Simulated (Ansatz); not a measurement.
# PbF2: band gap under strain

Aim: follow the gap of PbF2 (fluorite) through these states: +3.0 % strain along [111] alone; -1.5 % strain along z alone; +3.0 % shear in the xy plane. The table at the end shows which levels were run.

Code: Ansatz 0.2.0. PAW datasets, plane waves. Spin-unpolarised throughout; all numbers are computed.

### Step 1. Starting point

The unstrained cell was relaxed with r2SCAN; in each strained cell the atoms were relaxed again with r2SCAN. Names of k-points are those of the unstrained zone, where strain can split equivalent points. First state: +3.0 % strain along [111] alone.

It is trigonal, R-3m (No. 166); a = 4.187 Å, c = 10.563 Å in the conventional setting, 17.82 Å³ an atom. Pb has 8 F at 2.58–2.62 Å; F has 4 Pb at 2.58–2.62 Å.

Coordinates:

```
Pb F
1.0
     0.05921    3.01965    3.01965
     3.01965    0.05921    3.01965
     3.01965    3.01965    0.05921
Pb F
1 2
Direct
  0.00000 0.00000 0.00000
  0.24846 0.24846 0.24846
  0.75154 0.75154 0.75154
```

From earlier runs on the unstrained cell: PBE 4.42 eV, r2SCAN 4.93 eV, HSE06 5.73 eV; a = 5.921 Å.

### Step 2. +3.0 % strain along [111] alone: PBE

The input, input.yaml:

```yaml
crystal:
  lattice:
    - [0.0592087778, 3.0196476692, 3.0196476692]
    - [3.0196476692, 0.0592087778, 3.0196476692]
    - [3.0196476692, 3.0196476692, 0.0592087778]
  atoms:
    - { symbol: Pb, position: [0.0, 0.0, 0.0] }
    - { symbol: F, position: [0.2484563179, 0.2484563179, 0.2484563179] }
    - { symbol: F, position: [0.7515436821, 0.7515436821, 0.7515436821] }
kpoints:
  mp_grid: { grid: [8, 8, 8] }
  band_path:
    path:
      - [0.0, 0.0, 0.0]
      - [0.5, 0.0, 0.5]
      - [0.625, 0.25, 0.625]
      - [0.375, 0.375, 0.75]
      - [0.5, 0.5, 0.5]
      - [0.5, 0.25, 0.75]
      - [0.21875, -0.5, -0.21875]
      - [0.0, 0.5, 0.5]
    npoints: 1
hamiltonian:
  xc: pbe
scf:
  occupations: { method: fermi_dirac, width: 0.02 }
  n_extra_bands: 4
output:
  forces: true
  stress: true
  eigenvalues: true
  write_density: true
  write_potential: true
  elf: true
  volumetric_format: npy
```

The run is started by

```console
$ ansatz run input.yaml --threads 4 --pin off --max-ram 4608MiB --backend cpu --events-out ev --progress --plain --runs-dir out
```

After this run come: +3.0 % strain along [111] alone: r2SCAN; +3.0 % strain along [111] alone: HSE06; -1.5 % strain along z alone: PBE; -1.5 % strain along z alone: r2SCAN; -1.5 % strain along z alone: HSE06; +3.0 % shear in the xy plane: PBE; +3.0 % shear in the xy plane: r2SCAN; +3.0 % shear in the xy plane: HSE06.

**Question.** What will these runs give?

The runs gave:

Least gap in eV (negative: overlap), with the change from the unstrained cell in brackets:

| state | volume change (%) | PBE | r2SCAN | HSE06 |
| --- | --- | --- | --- | --- |
| +3.0 % strain along [111] alone | +3.0 | 4.42 (+0.00) | 4.93 (+0.00) | 5.75 (+0.02) |
| -1.5 % strain along z alone | -1.5 | 4.35 (-0.07) | 4.86 (-0.07) | 5.65 (-0.08) |
| +3.0 % shear in the xy plane | -0.0 | 4.41 (-0.01) | 4.92 (-0.01) | 5.72 (-0.01) |

What this shows: The largest move of the HSE06 gap in the table is -0.080 eV, under -1.5 % strain along z alone. PBE and HSE06 differ by 1.31 eV on the unstrained gap, and by at most 0.02 eV on its change. Spin-orbit coupling is left out of the table, though the cell holds Pb (Z = 82); in an element this heavy it can shift bands and gaps by tenths of an eV.
